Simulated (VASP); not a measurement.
# S (P4_2/mnm) in VASP: reference runs

Aim: a first look at S with PBE, on the cell as given and on a disturbed one.

Program: VASP 6.6.1. These are calculated values, not measurements. Logs are shortened: lines on timing, memory, paths and dates and some standing lists are left out, and cuts for length are marked.

## 1. The crystal as given

The structure is tetragonal, space group P4_2/mnm (No. 136). The conventional cell has a = 5.678 Å, b = 5.678 Å, c = 2.950 Å, α = 90.00°, β = 90.00°, γ = 90.00°. S (site symmetry m2m) has 1 S at 1.87 Å as nearest neighbours.

This isn't the form of S at room conditions, which is orthorhombic, of S8 rings.

## 2. Single point, PBE

File INCAR:

```
ALGO     = Normal         # electronic algorithm
EDIFF    = 1E-7           # SCF threshold, eV
ENCUT    = 520            # plane-wave cutoff, eV
GGA      = PE             # functional
ISIF     = 2              # what is computed and relaxed
ISMEAR   = -1             # smearing method
LASPH    = True           # aspherical terms in the spheres
LCHARG   = False          # write CHGCAR
LREAL    = False          # projectors in reciprocal space
LWAVE    = False          # write WAVECAR
NBANDS   = 20             # bands
NELM     = 60             # most SCF steps
PREC     = Accurate       # precision mode
SIGMA    = 0.05           # smearing width, eV
```

File KPOINTS:

```
k-points
0
Gamma
  5 5 9
```

File POSCAR:

```
S
1.0
    5.6780537900      0.0000000000      0.0000000000
    0.0000000000      5.6780537900      0.0000000000
    0.0000000000      0.0000000000      2.9496155800
S
4
Direct
    0.6166086200      0.3833913800      0.0000000000
    0.3833913800      0.6166086200      0.0000000000
    0.1166086200      0.1166086200      0.5000000000
    0.8833913800      0.8833913800      0.5000000000
```

Potentials or basis: VASP PAW PBE potentials, release 64 (S).

Started as:

```
$ cat potpaw_PBE.64/S/POTCAR > POTCAR
$ mpirun -np 1 vasp_std > vasp.out
```

OUTCAR:

```text
EDIFF = 1E-7
   ENCUT = 520
   GGA = PE
   ISIF = 2
   ISMEAR = -1
   LASPH = True
   LREAL = False
   NELM = 60
   PREC = Accurate

 ion  position               nearest neighbor table
   1  0.617  0.383  0.000-   2 1.87
   2  0.383  0.617  0.000-   1 1.87
   3  0.117  0.117  0.500-   4 1.87
   4  0.883  0.883  0.500-   3 1.87

  LATTYP: Found a simple tetragonal cell.
 ALAT       =     5.6780537900
 C/A-ratio  =     0.5194765124

  Lattice vectors:

 A1 = (   5.6780537900,   0.0000000000,   0.0000000000)
 A2 = (   0.0000000000,   5.6780537900,   0.0000000000)
 A3 = (   0.0000000000,   0.0000000000,   2.9496155800)

Analysis of symmetry for initial positions (statically):
=====================================================================
 Subroutine PRICEL returns:
 Original cell was already a primitive cell.

 Routine SETGRP: Setting up the symmetry group for a
 simple tetragonal supercell.

 Subroutine GETGRP returns: Found 16 space group operations
 (whereof  8 operations were pure point group operations)
 out of a pool of 16 trial point group operations.

The static configuration has the point symmetry D_2h.
 The point group associated with its full space group is D_4h.

Analysis of symmetry for dynamics (positions and initial velocities):
=====================================================================
 Subroutine PRICEL returns:
 Original cell was already a primitive cell.

 Routine SETGRP: Setting up the symmetry group for a
 simple tetragonal supercell.

 Subroutine GETGRP returns: Found 16 space group operations
 (whereof  8 operations were pure point group operations)
 out of a pool of 16 trial point group operations.

The dynamic configuration has the point symmetry D_2h.
 The point group associated with its full space group is D_4h.

 Subroutine INISYM returns: Found 16 space group operations
 (whereof  8 operations are pure point group operations),
 and found     1 'primitive' translations

----------------------------------------------------------------------------------------

                                     Primitive cell

  volume of cell :      95.0965

  direct lattice vectors                    reciprocal lattice vectors
     5.678053790  0.000000000  0.000000000     0.176116683  0.000000000  0.000000000
     0.000000000  5.678053790  0.000000000     0.000000000  0.176116683  0.000000000
     0.000000000  0.000000000  2.949615580     0.000000000  0.000000000  0.339027230

  length of vectors
     5.678053790  5.678053790  2.949615580     0.176116683  0.176116683  0.339027230

  position of ions in fractional coordinates (direct lattice)
     0.616608620  0.383391380  0.000000000
     0.383391380  0.616608620  0.000000000
     0.116608620  0.116608620  0.500000000
     0.883391380  0.883391380  0.500000000

  ion indices of the primitive-cell ions
   primitive index   ion index
                 1           1
                 2           2
                 3           3
                 4           4

----------------------------------------------------------------------------------------

 KPOINTS: k-points

Automatic generation of k-mesh.
 Grid dimensions read from file:
 generate k-points for:    5    5    9

 Generating k-lattice:

  Cartesian coordinates                     Fractional coordinates (reciprocal lattice)
     0.035223337  0.000000000  0.000000000     0.200000000  0.000000000  0.000000000
     0.000000000  0.035223337  0.000000000     0.000000000  0.200000000  0.000000000
     0.000000000  0.000000000  0.037669692     0.000000000  0.000000000  0.111111111

  Length of vectors
     0.035223337  0.035223337  0.037669692

  Shift w.r.t. Gamma in fractional coordinates (k-lattice)
     0.000000000  0.000000000  0.000000000

 Subroutine IBZKPT returns following result:
 ===========================================

 Found     30 irreducible k-points:

 Following reciprocal coordinates:
            Coordinates               Weight
  0.000000  0.000000  0.000000      1.000000
  0.200000  0.000000  0.000000      4.000000
  0.400000  0.000000  0.000000      4.000000
  0.200000  0.200000  0.000000      4.000000
  0.400000  0.200000  0.000000      8.000000
  0.400000  0.400000  0.000000      4.000000
[... 16 lines left out ...]
  0.400000  0.200000  0.333333     16.000000
  0.400000  0.400000  0.333333      8.000000
 [... further k-points ...]
   k-points           NKPTS =     30   k-points in BZ     NKDIM =     30   number of bands    NBANDS=     20
   number of dos      NEDOS =    301   number of ions     NIONS =      4
   total plane-waves  NPLWV =  42336
   dimension x,y,z NGX =    42 NGY =   42 NGZ =   24
   dimension x,y,z NGXF=    84 NGYF=   84 NGZF=   48
   ions per type =               4
   NGX,Y,Z   is equivalent  to a cutoff of  12.30, 12.30, 13.53 a.u.
   NGXF,Y,Z  is equivalent  to a cutoff of  24.59, 24.59, 27.05 a.u.
 SYSTEM =  unknown system
   PREC   = accura    normal or accurate (medium, high low for compatibility)
   ISTART =      0    job   : 0-new  1-cont  2-samecut
   ICHARG =      2    charge: 1-file 2-atom 10-const
   ISPIN  =      1    spin polarized calculation?
   LNONCOLLINEAR =      F non collinear calculations
   LSORBIT =      F    spin-orbit coupling
   LASPH  =      T    aspherical Exc in radial PAW
   ENCUT  =  520.0 eV  38.22 Ry    6.18 a.u.  10.56 10.56  5.48*2*pi/ulx,y,z
   NELM   =     60;   NELMIN=  2; NELMDL= -5     # of ELM steps
   EDIFF  = 0.1E-06   stopping-criterion for ELM
   LREAL  =      F    real-space projection
   EDIFFG = 0.1E-05   stopping-criterion for IOM
   NSW    =      0    number of steps for IOM
   IBRION =     -1    ionic relax: 0-MD 1-quasi-New 2-CG
   NFREE  =      0    steps in history (QN), initial steepest desc. (CG)
   ISIF   =      2    stress and relaxation
   ISYM   =      2    0-nonsym 1-usesym 2-fastsym
   POTIM  = 0.5000    time-step for ionic-motion
   TEBEG  =    0.0;   TEEND  =   0.0 temperature during run
   PSTRESS=    0.0 pullay stress
   NELECT =      24.0000    total number of electrons
   NUPDOWN=      -1.0000    fix difference up-down
   EMIN   =  10.00;   EMAX   =-10.00  energy-range for DOS
   EFERMI =   0.00;   METHOD = LEGACY
   ISMEAR =    -1;   SIGMA  =   0.05  broadening in eV -4-tet -1-fermi 0-gaus
   EFERMI_NEDOS =   21; number of points for ismear=-14 and -15
   IALGO  =     38    algorithm
   IMIX   =      4    mixing-type and parameters
     AMIX     =   0.40;   BMIX     =  1.00
     AMIX_MAG =   1.60;   BMIX_MAG =  1.00
  volume/ion in A,a.u.               =      23.77       160.44
  Fermi-wavevector in a.u.,A,eV,Ry     =   1.034563  1.955041 14.562607  1.070321
  Thomas-Fermi vector in A             =   2.168865
   LORBIT       =      0    0 simple, 1 ext, 2 COOP (PROOUT), +10 PAW based schemes
   GGA     = PE    functional components
   LHFCALC =     F    Hartree Fock is set to
   AEXX    =    0.0000 exact exchange contribution
   IVDW    =     0    specifies the selected vdW correction
   LEPSILON=     F    determine dielectric tensor
   LRPA    =     F    only Hartree local field effects (RPA)
 non-spin polarized calculation
  energy-cutoff  :      520.00
  volume of cell :       95.10
 maximum number of plane-waves:      2595
 NGX is ok and might be reduce to    42
   NGX = 21   NGY = 21   NGZ = 11

 number of electron      23.9999998 magnetization

 Free energy of the ion-electron system (eV)
  ---------------------------------------------------
  ext. energy  EPLUGINS =         0.00000000
  ---------------------------------------------------
  free energy    TOTEN  =       -15.11200907 eV

  energy without entropy =      -15.09324148  energy(sigma->0) =      -15.10262527

 E-fermi :   3.1361     XC(G=0):  -8.8063

 val. band max:        3.1179446653   @ k =   0.4000   0.4000   0.2222
 cond. band min:       3.2649485499   @ k =   0.4000   0.4000   0.3333
 fundamental gap:      0.1470038846
 Fermi energy:         3.1360833331

 k-point     1 :       0.0000    0.0000    0.0000
  band No.  band energies     occupation
      1     -13.5646      2.00000
      2     -13.0101      2.00000
      3      -7.7313      2.00000
      4      -7.7313      2.00000
      5      -2.3776      2.00000
      6      -1.9182      2.00000
[... 12 lines left out ...]
     19      10.8888      0.00000
     20      11.2565      0.00000

 k-point     2 :       0.2000    0.0000    0.0000
  band No.  band energies     occupation
      1     -13.5147      2.00000
      2     -13.0662      2.00000
      3      -7.7251      2.00000
      4      -7.7223      2.00000
      5      -2.6499      2.00000
      6      -2.3598      2.00000
[... 12 lines left out ...]
     19      11.1715      0.00000
     20      11.2491      0.00000

 k-point     3 :       0.4000    0.0000    0.0000
  band No.  band energies     occupation
      1     -13.3812      2.00000
      2     -13.2099      2.00000
      3      -7.7123      2.00000
      4      -7.7094      2.00000
      5      -2.8976      2.00000
      6      -2.7980      2.00000
[... 12 lines left out ...]
     19      10.8606      0.00000
     20      11.1392      0.00000

 k-point     4 :       0.2000    0.2000    0.0000
  band No.  band energies     occupation
      1     -13.4722      2.00000
      2     -13.1088      2.00000
      3      -7.7753      2.00000
      4      -7.6974      2.00000
      5      -2.8655      2.00000
      6      -2.0865      2.00000
[... 429 lines left out ...]
 k-point    23 :       0.4000    0.2000    0.3333
  band No.  band energies     occupation
      1     -12.6017      2.00000
      2     -12.5174      2.00000
      3      -6.8430      2.00000
      4      -6.8288      2.00000
      5      -2.4658      2.00000
      6      -2.2275      2.00000
[... 12 lines left out ...]
     19      10.9256      0.00000
     20      11.3166      0.00000

 k-point    24 :       0.4000    0.4000    0.3333
  band No.  band energies     occupation
      1     -12.5705      2.00000
      2     -12.5381      2.00000
      3      -6.8771      2.00000
      4      -6.8685      2.00000
      5      -2.3906      2.00000
      6      -2.2731      2.00000
[... 12 lines left out ...]
     19      10.5282      0.00000
     20      10.6400      0.00000

 [... further k-points ...]

------------------------ aborting loop because EDIFF is reached ----------------------------------------

  FORCE on cell =-STRESS in cart. coord.  units (eV):
  Direction    XX          YY          ZZ          XY          YZ          ZX
  --------------------------------------------------------------------------------------
  -------------------------------------------------------------------------------------
  Total        1.5763690      1.5763690      0.4345890     -0.0000000      0.0000000      0.0000000
  in kB       26.5585306     26.5585306      7.3219185     -0.0000000      0.0000000      0.0000000
  external PRESSURE =      20.1463266 kB  Pullay stress =       0.0000000 kB

 VOLUME and BASIS-vectors are now :
 -----------------------------------------------------------------------------
  energy-cutoff  :      520.00
  volume of cell :       95.10
      direct lattice vectors                 reciprocal lattice vectors
     5.678053790  0.000000000  0.000000000     0.176116683  0.000000000  0.000000000
     0.000000000  5.678053790  0.000000000     0.000000000  0.176116683  0.000000000
     0.000000000  0.000000000  2.949615580     0.000000000  0.000000000  0.339027230

 POSITION                                       TOTAL-FORCE (eV/Angst)
 -----------------------------------------------------------------------------------
      3.50114      2.17692      0.00000         0.409581     -0.409581     -0.000000
      2.17692      3.50114      0.00000        -0.409581      0.409581      0.000000
      0.66211      0.66211      1.47481         0.409581      0.409581      0.000000
      5.01594      5.01594      1.47481        -0.409581     -0.409581     -0.000000
 -----------------------------------------------------------------------------------
    total drift:                                0.000000      0.000000     -0.000000

  FREE ENERGIE OF THE ION-ELECTRON SYSTEM (eV)
  ---------------------------------------------------
  free  energy   TOTEN  =       -15.1120090696 eV

  energy  without entropy=      -15.0932414765  energy(sigma->0) =      -15.10262527
```

It took 28 s on 1 thread of Intel Xeon 6975P-C (Granite Rapids), shared host; peak memory 0.19 GiB.

What came out:

```yaml
Free_energy: -15.1120 eV
Pressure: 2.0 GPa
Largest_force: 0.579 eV/Å
Band_gap_on_the_k_mesh: none (metal or under the smearing width)
```

Forces in eV/Å, atoms in the order of the input:
```
S    0.410 -0.410  0.000
S   -0.410  0.410  0.000
S    0.410  0.410  0.000
S   -0.410 -0.410  0.000
```

Levels at points of the mesh, in eV from the Fermi level:
```csv
k point,band 10,band 11,band 12,band 13,band 14,band 15
"(0.00, 0.00, 0.00)",-1.28,-0.80,0.86,2.62,2.62,4.65
```

## 3. Single point, PBE (atoms moved at random, drawn with an rms of 0.05 Å)

File INCAR:

```
PREC     = Accurate       # precision mode
ENCUT    = 520            # plane-wave cutoff, eV
EDIFF    = 1E-7           # SCF threshold, eV
ISMEAR   = -1             # smearing method
SIGMA    = 0.05           # smearing width, eV
LREAL    = False          # projectors in reciprocal space
LASPH    = True           # aspherical terms in the spheres
NELM     = 60             # most SCF steps
ALGO     = Normal         # electronic algorithm
ISIF     = 2              # what is computed and relaxed
LWAVE    = False          # write WAVECAR
LCHARG   = False          # write CHGCAR
GGA      = PE             # functional
NBANDS   = 20             # bands
```

File KPOINTS:

```
Automatic mesh
0
Gamma
  5 5 9
```

File POSCAR:

```
S
1.0
    5.6780537900      0.0000000000      0.0000000000
    0.0000000000      5.6780537900      0.0000000000
    0.0000000000      0.0000000000      2.9496155800
S
4
Direct
    0.6201300000      0.3741710000      0.0072010000
    0.3803580000      0.6253660000     -0.0083740000
    0.1165660000      0.1136090000      0.4900850000
    0.8860490000      0.8876470000      0.5113270000
```

Potentials or basis: VASP PAW PBE potentials, release 64 (S).

Started as:

```
$ cat potpaw_PBE.64/S/POTCAR > POTCAR
$ mpirun -np 1 vasp_std > vasp.out
```

Wall time 1.7 min (1 thread of Intel Xeon 6975P-C (Granite Rapids), shared host); peak memory 0.28 GiB.

It converged, with:

- Free energy: -14.9827 eV
- Pressure: 0.8 GPa
- Largest force: 1.901 eV/Å
- Band gap on the k mesh: none (metal or under the smearing width)

Forces on the atoms (eV/Å):
```
S   -1.253  1.367 -0.127
S    1.258 -1.363  0.125
S    1.329  1.348  0.096
S   -1.334 -1.352 -0.094
```

Stress tensor (GPa, compression positive):
```
 0.92  5.85 -0.08
 5.85  0.49  0.59
-0.08  0.59  1.01
```

Levels at points of the mesh, in eV from the Fermi level:
```tsv
k point	band 9	band 10	band 11	band 12	band 13	band 14	band 15	band 16
(0.00, 0.00, 0.00)	-2.43	-1.37	-0.35	0.87	2.57	2.64	4.07	4.96
```
